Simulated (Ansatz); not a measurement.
# GaP: from a trial structure to a relaxed crystal

Level of theory: DFT r2SCAN, scalar-relativistic, plane waves, PAW (Ansatz). Cutoff 500 eV, Γ-centred k mesh, Gaussian smearing, no spin polarisation in the final step.

The start puts GaP on the CrB structure type (Cmcm, No. 63), with Ga in place of Cr, P in place of B, at a guessed volume.

```
CELL_PARAMETERS angstrom
1.97177 -5.20253 0.00000
1.97177 5.20253 0.00000
0.00000 0.00000 3.91689
ATOMIC_POSITIONS crystal
Ga 0.85400 0.14600 0.75000
Ga 0.14600 0.85400 0.25000
P 0.55000 0.45000 0.75000
P 0.45000 0.55000 0.25000
```

Cell and atoms relax at zero pressure; the relaxation can't lower the symmetry of the start. After a coarse first stage the cell is made exact in the group found at 0.06 Å.

Energies over the elements count from the elements' standard structures at the same level, with no empirical corrections.

(1) Which crystal results?

(2) What are its volume, energy, density and gap?

Results:

(1) It keeps Cmcm (No. 63), but not the shape of the type it started on. Conventional cell: a = 3.498 Å, b = 12.052 Å, c = 3.509 Å. Around Ga lie 5 P at 2.51–2.52 Å; P is coordinated by 5 Ga at 2.51–2.52 Å.

Space group Cmcm (No. 63). a = 3.498 Å, b = 12.052 Å, c = 3.509 Å, α = 90.00°, β = 90.00°, γ = 90.00°
| atom | site | symmetry | x | y | z |
| --- | --- | --- | --- | --- | --- |
| Ga | 4c | m2m | 0.5000 | 0.6645 | 0.7500 |
| P | 4c | m2m | 0.5000 | 0.8725 | 0.7500 |

(2) The volume per atom is 18.5 Å³, the density is 4.5 g/cm³ and the energy over the elements is 0.08 eV/atom. The gap on the 14×14×14 mesh is 0 eV (a metal).

The final run used a 14×14×14 mesh on its 4-atom cell and 0.10 eV smearing. For metals, differences of a few meV/atom aren't resolved. No dispersion correction is applied, so the spacing between layers, chains or molecules is poorly fixed, and with it the volume and density. Symmetry constrained the relaxation, so the result can be a saddle point. The steps took roughly 12 core-minutes in all.